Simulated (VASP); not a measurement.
B, 1 atom in the cell. The structure is cubic, space group Pm-3m (No. 221). Conventional cell: a = 1.885 Å, b = 1.885 Å, c = 1.885 Å, α = 90.00°, β = 90.00°, γ = 90.00°. Around B (site symmetry m-3m) lie 6 B at 1.89 Å. The cell was built by a generator and needn't be a form met in nature.

| Quantity | Value |
| --- | --- |
| Program | VASP 6.6.1 |
| Task | relaxation of cell and atoms |
| Functional | PBE |
| Dispersion | MBD |
| Potentials or basis | VASP PAW PBE potentials, release 64 (B) |
| Cutoff | 600 eV |
| k mesh | 14 × 14 × 14 |
| Occupations | fermi-dirac, width 0.05 eV |
| Spin | no spin polarisation |
| Further INCAR settings | ALGO = Normal; EDIFF = 1e-06; IBRION = 2; EDIFFG = -0.005; NSW = 40; ISIF = 3 |

Potentials or basis: VASP PAW PBE potentials, release 64 (B).

Launch:

```bash
$ cat potpaw_PBE.64/B/POTCAR > POTCAR
$ mpirun -np 1 vasp_std > vasp.out
```

Hardware: 1 thread of AMD EPYC 7R13 Processor (Zen 3), on a shared host.

Question: Estimate the wall time of this run.

Answer: Wall time 2.1 min on 1 thread of AMD EPYC 7R13 Processor (Zen 3), on a shared host, peak memory 0.07 GiB. Counts: scf iterations 19, k points 120, ion steps 4.
